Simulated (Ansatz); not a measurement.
BeO (wurtzite)

```
CELL_PARAMETERS angstrom
      2.71166     0.00000     0.00000
     -1.35583     2.34837     0.00000
      0.00000     0.00000     4.40429
ATOMIC_POSITIONS crystal
  Be 0.66667 0.33333 0.00149
  Be 0.33333 0.66667 0.50149
  O  0.66667 0.33333 0.62371
  O  0.33333 0.66667 0.12371
```

Grid over V/V₀ and (c/a)/(c/a)₀, subscript 0 meaning the relaxed cell; the conventional c axis lies along z; no internal relaxation.

Method: PBE (plane waves to 420 eV, PAW, scalar-relativistic; Ansatz, a quantum-chemistry and plane-wave program). k mesh 14×14×8 (Γ-centred), Fermi-Dirac smearing 0.05 eV. Energies are smeared free energies. As the atoms are clamped, bonds stretch with the cell, which overstates energies and stresses. BeO was relaxed with its symmetry unable to fall. The PAW data are Ansatz's earlier set. The zero of ΔE is the relaxed starting cell.

Q: Predict the ΔE (meV/atom) at all points of the grid V/V₀ = 0.960, 0.980, 1.000, 1.020, 1.040 by (c/a)/(c/a)₀ = 0.880, 0.940, 1.000, 1.060, 1.120.

A: ΔE (meV/atom), with V/V₀ across and (c/a)/(c/a)₀ down:

| (c/a)/(c/a)₀ \ V/V₀ | 0.960 | 0.980 | 1.000 | 1.020 | 1.040 |
|---|---|---|---|---|---|
| 0.880 | 114.6 | 104.5 | 98.5 | 96.4 | 97.8 |
| 0.940 | 32.4 | 25.6 | 22.8 | 23.7 | 27.9 |
| 1.000 | 7.8 | 1.9 | 0.0 | 1.8 | 6.9 |
| 1.060 | 29.2 | 22.4 | 19.7 | 20.7 | 25.1 |
| 1.120 | 87.7 | 78.7 | 73.9 | 72.9 | 75.3 |

(A scan under strain: stresses follow from slopes of the energy per volume, elastic moduli from its curvatures.)
